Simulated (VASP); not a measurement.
Li2O: single point with PBE-based screened hybrid

Li2O:

```
CELL_PARAMETERS angstrom
0.00000 2.28637 2.28637
2.28637 0.00000 2.28637
2.28637 2.28637 0.00000
ATOMIC_POSITIONS crystal
O 0.00000 0.00000 0.00000
Li 0.25000 0.25000 0.25000
Li 0.75000 0.75000 0.75000
```

The cell was built by a generator and needn't be a form met in nature.

```yaml
Program: VASP 6.6.1
Task: single point
Functional: PBE-based screened hybrid
Potentials_or_basis: VASP PAW PBE potentials, release 64 (O, Li_sv)
Cutoff: 520 eV
k_mesh: 4 × 4 × 4
Occupations: gaussian, width 0.01 eV
Spin: no spin polarisation
```

The band gap on the k mesh is 6.39 eV, indirect (least direct gap 6.90 eV).

Levels at points of the mesh, in eV from the valence-band top:
| k point | band 4 | band 5 | band 6 | band 7 | band 8 | band 9 |
| --- | --- | --- | --- | --- | --- | --- |
| (0.00, 0.00, 0.00) | 0.00 | 0.00 | 0.00 | 6.90 | 13.68 | 13.68 |
| (0.50, 0.00, 0.00) | -2.93 | -0.48 | -0.48 | 11.02 | 11.73 | 13.77 |
| (0.50, 0.50, 0.00) | -1.74 | -1.48 | -1.48 | 6.39 | 15.70 | 15.70 |

Wall time 110 s on 1 thread of Intel(R) Xeon(R) Platinum 8488C (Sapphire Rapids), with other jobs on the host, peak memory 0.23 GiB.

Caveat: the k mesh is coarse (spacing up to 0.59 Å⁻¹), so the values aren't converged. A k mesh can miss the band edges.
